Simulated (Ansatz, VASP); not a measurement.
BAs in VASP and in Ansatz

```
As B
1.0
     0.00000    2.35622    2.35622
     2.35622    0.00000    2.35622
     2.35622    2.35622    0.00000
As B
1 1
Direct
  0.75000 0.75000 0.75000
  0.00000 0.00000 0.00000
```

Change from the starting cell: volume scaled by 0.96.

Alike in both runs: task single point; functional PBE; k mesh 10 × 10 × 10; occupations fermi-dirac, width 0.05 eV; no spin polarisation.

```csv
,VASP,Ansatz
version,VASP 6.6.1,Ansatz 0.2.0
potentials or method,"VASP PAW PBE potentials, release 64 (As, B), cutoff 520 eV","all-electron LAPW, scalar-relativistic"
```

|  | VASP | Ansatz | Ansatz less VASP |
| --- | --- | --- | --- |
| gap on the k mesh at the Fermi level (eV) | 1.13 | 1.14 | +0.012 |
| least direct gap on the mesh (eV) | 3.33 | 3.34 | +0.008 |
| pressure (GPa) | 9.9 | 9.0 | -0.85 |

Ansatz ran all-electron here, so the differences hold the error of VASP's frozen core and of both bases.

A k mesh can miss the band edges.
